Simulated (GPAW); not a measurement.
# In (Im-3m) in GPAW: single point with PBE

Aim: the single point of In with PBE.

Everything below comes from runs of GPAW 26.7.0. Logs are shortened: lines on timing, memory, paths and dates and some standing lists are left out, and cuts for length are marked. The log counts tension as positive stress, the text compression.

### Step 1. The structure

It takes space group Im-3m (No. 229, cubic). The conventional cell has a = 3.765 Å, b = 3.765 Å, c = 3.765 Å, α = 90.00°, β = 90.00°, γ = 90.00°. In (site symmetry m-3m) has 8 In at 3.26 Å as nearest neighbours.

This isn't the form of In at room conditions, which is tetragonal.

### Step 2. Single point, PBE

Contents of run.py:

```python
from ase.dft.bandgap import bandgap
from ase.io import write
from ase.spacegroup import crystal
from ase.units import GPa
from gpaw import GPAW, PW

# In 2a
atoms = crystal(['In'],
                basis=[[0.0, 0.0, 0.0]],
                spacegroup=229, setting=1,  # Im-3m
                cellpar=[3.76505048, 3.76505048, 3.76505048, 90.0, 90.0, 90.0],
                primitive_cell=True)

calc = GPAW(mode=PW(450),
            xc='PBE',
            kpts={'size': (8, 8, 8), 'gamma': True},
            occupations={'name': 'fermi-dirac', 'width': 0.05},
            nbands=14,
            maxiter=120,
            txt='gpaw.txt')
atoms.calc = calc
energy = atoms.get_potential_energy()
forces = atoms.get_forces()
stress = atoms.get_stress()
calc.write('gs.gpw')
write('result.traj', atoms)
print(f'Energy: {energy:.6f} eV')
print('Forces (eV/A):')
print(forces.round(4))
print('Stress (GPa):', (stress / GPa).round(3))
print('Fermi level:', round(calc.get_fermi_level(), 4), 'eV')
print(f'Gap: {bandgap(calc)[0]:.4f} eV, direct: {bandgap(calc, direct=True)[0]:.4f} eV')
```

Potentials or basis: GPAW PAW data sets (gpaw-data 1.2.1), pw.

On the command line:

```
$ OMP_NUM_THREADS=1 python run.py
```

gpaw.txt:

```text
__  _  _
 | _ |_)|_||  |
 |__||  | ||/\| - 26.7.0

Input parameters:
  mode=PW(ecut=450.00000000000006),
  kpts=MonkhorstPack(size=(8, 8, 8), gamma=True),
  maxiter=120,
  nbands=14,
  occupations=Occupations(name='fermi-dirac', width=0.05),
  xc=XC(name='PBE')

Diagonalizing LCAO Hamiltonian
Converting LCAO to pw mode

       In

Atoms  # Å, Bohr magnetons
|   | symbol |        x |        y |        z |    initial magnetic moments |
|---|--------|----------|----------|----------|-----------------------------|
| 0 |     In | 0.000000 | 0.000000 | 0.000000 | ( 0.0000,  0.0000,  0.0000) |

Unit cell  # Å
| periodic |         x |         y |         z |  lengths |     angles |
|----------|-----------|-----------|-----------|----------|------------|
|      yes | -1.882525 |  1.882525 |  1.882525 | 3.260629 | 109.471221 |
|      yes |  1.882525 | -1.882525 |  1.882525 | 3.260629 | 109.471221 |
|      yes |  1.882525 |  1.882525 | -1.882525 | 3.260629 | 109.471221 |

Number of symmetries: 48
Symmetry operations  # r_c * U_cc + t_c -> r_c
|    | kind |            matrix            |
|----|------|------------------------------|
|  0 |  σ   |  1, 1, 1,  0, 0,-1,  0,-1, 0 |
|  1 |  C4  |  1, 1, 1,  0, 0,-1, -1, 0, 0 |
|  2 |  C2  |  1, 1, 1,  0,-1, 0,  0, 0,-1 |
|  3 |  S6  |  1, 1, 1,  0,-1, 0, -1, 0, 0 |
|  4 |  S6  |  1, 1, 1, -1, 0, 0,  0, 0,-1 |
|  5 |  C4  |  1, 1, 1, -1, 0, 0,  0,-1, 0 |
|  6 |  E   |  1, 0, 0,  0, 1, 0,  0, 0, 1 |
|  7 |  σ   |  1, 0, 0,  0, 1, 0, -1,-1,-1 |
|  8 |  σ   |  1, 0, 0,  0, 0, 1,  0, 1, 0 |
|  9 |  C3  |  1, 0, 0,  0, 0, 1, -1,-1,-1 |
| 10 |  C3  |  1, 0, 0, -1,-1,-1,  0, 1, 0 |
| 11 |  σ   |  1, 0, 0, -1,-1,-1,  0, 0, 1 |
| 12 |  σ   |  0, 1, 0,  1, 0, 0,  0, 0, 1 |
| 13 |  C2  |  0, 1, 0,  1, 0, 0, -1,-1,-1 |
| 14 |  C3  |  0, 1, 0,  0, 0, 1,  1, 0, 0 |
| 15 |  S4  |  0, 1, 0,  0, 0, 1, -1,-1,-1 |
| 16 |  S4  |  0, 1, 0, -1,-1,-1,  1, 0, 0 |
| 17 |  C3  |  0, 1, 0, -1,-1,-1,  0, 0, 1 |
| 18 |  C3  |  0, 0, 1,  1, 0, 0,  0, 1, 0 |
| 19 |  S4  |  0, 0, 1,  1, 0, 0, -1,-1,-1 |
| 20 |  σ   |  0, 0, 1,  0, 1, 0,  1, 0, 0 |
| 21 |  C3  |  0, 0, 1,  0, 1, 0, -1,-1,-1 |
| 22 |  C2  |  0, 0, 1, -1,-1,-1,  1, 0, 0 |
| 23 |  S4  |  0, 0, 1, -1,-1,-1,  0, 1, 0 |
| 24 |  C4  |  0, 0,-1,  1, 1, 1,  0,-1, 0 |
| 25 |  σ   |  0, 0,-1,  1, 1, 1, -1, 0, 0 |
| 26 |  S6  |  0, 0,-1,  0,-1, 0,  1, 1, 1 |
| 27 |  C2  |  0, 0,-1,  0,-1, 0, -1, 0, 0 |
| 28 |  C4  |  0, 0,-1, -1, 0, 0,  1, 1, 1 |
| 29 |  S6  |  0, 0,-1, -1, 0, 0,  0,-1, 0 |
| 30 |  S6  |  0,-1, 0,  1, 1, 1,  0, 0,-1 |
| 31 |  C4  |  0,-1, 0,  1, 1, 1, -1, 0, 0 |
| 32 |  C4  |  0,-1, 0,  0, 0,-1,  1, 1, 1 |
| 33 |  S6  |  0,-1, 0,  0, 0,-1, -1, 0, 0 |
| 34 |  σ   |  0,-1, 0, -1, 0, 0,  1, 1, 1 |
| 35 |  C2  |  0,-1, 0, -1, 0, 0,  0, 0,-1 |
| 36 |  C2  | -1, 0, 0,  1, 1, 1,  0, 0,-1 |
| 37 |  S6  | -1, 0, 0,  1, 1, 1,  0,-1, 0 |
| 38 |  S6  | -1, 0, 0,  0, 0,-1,  1, 1, 1 |
| 39 |  C2  | -1, 0, 0,  0, 0,-1,  0,-1, 0 |
| 40 |  C2  | -1, 0, 0,  0,-1, 0,  1, 1, 1 |
| 41 |  i   | -1, 0, 0,  0,-1, 0,  0, 0,-1 |
| 42 |  S4  | -1,-1,-1,  1, 0, 0,  0, 1, 0 |
| 43 |  C3  | -1,-1,-1,  1, 0, 0,  0, 0, 1 |
| 44 |  C3  | -1,-1,-1,  0, 1, 0,  1, 0, 0 |
| 45 |  σ   | -1,-1,-1,  0, 1, 0,  0, 0, 1 |
| 46 |  S4  | -1,-1,-1,  0, 0, 1,  1, 0, 0 |
| 47 |  C2  | -1,-1,-1,  0, 0, 1,  0, 1, 0 |

BZ-sampling:
  Number of BZ points: 512
  Number of IBZ points: 29

  Monkhorst-Pack size: [8, 8, 8]
  Monkhorst-Pack shift: [0.0625, 0.0625, 0.0625]

K-points  # in reciprocal-cell coordinates
|     |                                coordinates |     weight |
|-----|--------------------------------------------|------------|
|   0 | (  0.00000000,   0.00000000,   0.00000000) | 0.00195312 |
|   1 | (  0.12500000,   0.00000000,   0.00000000) | 0.02343750 |
|   2 | (  0.12500000,   0.12500000,  -0.12500000) | 0.01171875 |
|   3 | (  0.25000000,   0.00000000,  -0.12500000) | 0.04687500 |
|   4 | (  0.25000000,   0.00000000,   0.00000000) | 0.02343750 |
|   5 | (  0.25000000,   0.12500000,  -0.12500000) | 0.04687500 |
|   6 | (  0.25000000,   0.25000000,  -0.25000000) | 0.01171875 |
|   7 | (  0.25000000,   0.25000000,   0.25000000) | 0.00390625 |
|   8 | (  0.37500000,  -0.12500000,  -0.12500000) | 0.01562500 |
|   9 | (  0.37500000,   0.00000000,  -0.12500000) | 0.09375000 |
| ... |                                            |            |
|  28 | (  0.50000000,   0.50000000,   0.50000000) | 0.00195312 |

Plane wave coefficients: 603
Cutoff: 450.00000000000006 eV

Spin-components: 1 (collinear spins)
Bands:           14
Projectors:      6
Spin-degeneracy: 2
Datatype:        complex128

Parallelization:
  kpt:    1
  domain: 1
  band:   1

Density:
  Valence electrons: 13.0
  Components: 1
  Grid points: [16 16 16]
  Charge: 0.0  # |e|

Potential:
  Grid points: [16 16 16]

species:
  In:
    name:    Indium
    Z:       49.0
    valence: 13
    core:    36
    charge:  0.0  # [|e|]
    compensation charges:
      type: gauss
      rc: 0.36  # [Å]
      lmax: 2
    cutoffs:
      filter: 2.09  # [Å]
      core: 2.48  # [Å]
    projectors
    | kind |    occ | energy [eV] | rcut [Å] |
    |------|--------|-------------|----------|
    |   5s |  2.000 |      -8.203 |    1.185 |
    |   5p |  1.000 |      -2.521 |    1.244 |
    |   4d | 10.000 |     -18.629 |    1.148 |
    |    s |        |      19.008 |    1.185 |
    |    p |        |      24.691 |    1.244 |
    |    d |        |       8.583 |    1.148 |

    Using partial waves for In as LCAO basis

Reference energy: -159975.419660  # eV

eigensolver:
  PPCG
  Converge bands: occupied
  niter=2

density mixing:
  MSR1-Mixer
  Pratt-step length: 0.05
  Maximum mixing coefficient: 0.75
  Old densities: 10
  SVD Regularization: 0.005
  Good broyden scale: 1.0
  Trust region scale: 1.0
  Backstep threshold: 4.0
  History deletion threshold: 6.0
  Fourier metric: weight=20.0, sigma=0.015

occupation numbers:
  Fermi-Dirac:
    width: 0.0500  # eV

poisson solver:
  ecut: 3600.0000000000005  # eV

xc functional:
  name: PBE with 2 nearest neighbor stencil

convergence criteria:
- Maximum [total energy] change in last 3 cyles: 0.0005 eV / valence electron
- Maximum integral of absolute [dens]ity change: 0.0001 electrons / valence electron
- Maximum integral of absolute [eigenst]ate change: 4e-08 eV^2 / valence electron
maximum number of iterations: 120

SCF iterations
|iter     | |      energy | eigst |  dens |
|---------|-|-------------|-------|-------|
|iter:   1| |   -2.714457 | -0.76 |       |
|iter:   2| |   -2.710501 | -2.67 | -1.59 |
|iter:   3| |   -2.682904 | -2.78 | -1.62 |
|iter:   4| |   -2.682350 | -3.96 | -2.10 |
|iter:   5| |   -2.682447c| -4.63 | -2.70 |
|iter:   6| |   -2.682454c| -6.24 | -3.72 |
|iter:   7| |   -2.682455c| -7.15 | -4.26c|
|iter:   8| |   -2.682455c| -8.28c| -5.30c|

Converged in 8 steps
Energy contributions relative to reference atoms: (reference = -159975.419660)

Energy contributions:
  Kinetic:          11.850734
  Coulomb:         -10.911966
  Zero:              0.237077
  External:          0.000000
  Xc:               -3.853532
  Entropy:          -0.009536
  Spinorbit:         0.000000
  ----------------------------
  Free energy:      -2.687222
  Extrapolated:     -2.682455

dipole moment: (-6.361266, -6.361266, -6.361266)  # |e|*Ang

Fermi level: 6.893
Eigenvalues  # (at kpt = [0.000, 0.000, 0.000])
| band index |      eig [eV] | occ [0-2] |
|------------|---------------|-----------|
|          0 |        -7.797 |     2.000 |
|          1 |        -7.797 |     2.000 |
|          2 |        -7.797 |     2.000 |
|          3 |        -7.529 |     2.000 |
|          4 |        -7.529 |     2.000 |
|          5 |        -2.634 |     2.000 |
|          6 |        17.626 |     0.000 |
|          7 |        17.626 |     0.000 |
|          8 |        17.626 |     0.000 |
|          9 |        19.802 |     0.000 |
|         10 |        19.802 |     0.000 |
|         11 |        19.802 |     0.000 |
|         12 |        21.645 |     0.000 |
|         13 |        21.645 |     0.000 |

No gap
No difference between direct/indirect transitions

Forces  # eV/Ang
|       x |       y |       z |
|---------|---------|---------|
| 0.00000 | 0.00000 | 0.00000 |  # In   0

Stress tensor  # eV/Ang^3
|         x |         y |        z |
|-----------|-----------|----------|
|  0.004085 | -0.000000 | 0.000000 |
| -0.000000 |  0.004085 | 0.000000 |
|  0.000000 |  0.000000 | 0.004085 |

# Writing to gs.gpw (mode='')
```

stdout:

```text
Energy: -2.682455 eV
Forces (eV/A):
[[0. 0. 0.]]
Stress (GPa): [ 0.654  0.654  0.654  0.     0.    -0.   ]
Fermi level: 6.893 eV
Gap: 0.0000 eV, direct: 0.0000 eV
```

It took 4.3 s on 1 thread of Arm Neoverse V1, shared host; peak memory 0.12 GiB.

What came out:

| Quantity | Value |
| --- | --- |
| Free energy | -2.6872 eV |
| Pressure | -0.7 GPa |
| Band gap on the k mesh | none (metal or under the smearing width) |

Levels at points of the mesh, in eV from the Fermi level:
| k point | band 3 | band 4 | band 5 | band 6 | band 7 | band 8 | band 9 | band 10 |
| --- | --- | --- | --- | --- | --- | --- | --- | --- |
| (0.00, 0.00, 0.00) | -14.69 | -14.42 | -14.42 | -9.53 | 10.73 | 10.73 | 10.73 | 12.91 |
| (0.50, 0.50, 0.00) | -14.43 | -14.42 | -14.25 | -4.03 | -3.25 | 5.68 | 7.13 | 9.89 |
| (0.50, 0.50, 0.50) | -14.29 | -14.29 | -14.29 | 0.78 | 1.11 | 1.11 | 1.11 | 5.14 |

Caveat: the cutoff is short for stress and forces, so pressures can be off by a GPa or more.
